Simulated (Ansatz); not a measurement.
Ge (Cmmm) at 2 levels of theory

One geometry, relaxed with PBE; plane waves with PAW potentials in Ansatz, scalar-relativistic. No spin polarisation. Gaps are the least over mesh and band path; pressure is positive in compression.

```yaml
crystal:
  lattice:
    - [3.41089, -7.06733, 0.00000]
    - [3.41089, 7.06733, 0.00000]
    - [0.00000, 0.00000, 4.06884]
  atoms:
    - { symbol: Ge, position: [0.14846, 0.48387, 0.00000] }
    - { symbol: Ge, position: [0.85154, 0.51613, 0.00000] }
    - { symbol: Ge, position: [0.51613, 0.85154, 0.00000] }
    - { symbol: Ge, position: [0.48387, 0.14846, 0.00000] }
    - { symbol: Ge, position: [0.90443, 0.72664, 0.50000] }
    - { symbol: Ge, position: [0.09557, 0.27337, 0.50000] }
    - { symbol: Ge, position: [0.27337, 0.09557, 0.50000] }
    - { symbol: Ge, position: [0.72664, 0.90443, 0.50000] }
```

```
level  cutoff (eV)  k mesh  gap (eV)  pressure (GPa)
  PBE          420  6×6×10      0.00             0.0
```

Problem. What comes out on the same cell with LDA?

Solution.
```csv
level,cutoff (eV),k mesh,gap (eV),pressure (GPa)
LDA,420,6×6×10,0,-4.3
```

Another cell of Ge relaxed alike, in P-6m2, lies 43 meV/atom lower, so this cell isn't the stable form at this level.

The cell was found from a structure generator's guess, not taken from experiment.
